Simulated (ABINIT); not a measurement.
Crystal: Ag.

```
Ag
1.0
     0.00000    2.04275    2.04275
     2.04275    0.00000    2.04275
     2.04275    2.04275    0.00000
Ag
1
Direct
  0.00000 0.00000 0.00000
```

Base run:

| Item | Value |
| --- | --- |
| Program | ABINIT 10.8.3 (patched build) |
| Functional | rPW86PBE |
| Potentials or basis | JTH PAW PBE v2.0 |
| Cutoff | 463 eV |
| k mesh | 11 × 11 × 11 |
| Occupations | fermi-dirac, width 0.05 eV |
| Spin | no spin polarisation |

Its results: band gap on the k mesh none (metal or under the smearing width); pressure 11.3 GPa.

The run is repeated on the same cell with these changes: functional from rPW86PBE to BP86. What comes out?

Band gap on the k mesh none (metal or under the smearing width); pressure 4.7 GPa.

Caveats: the PAW data sets were made with another functional, which shifts forces and pressure a little.

Not every run made on this cell is shown here.
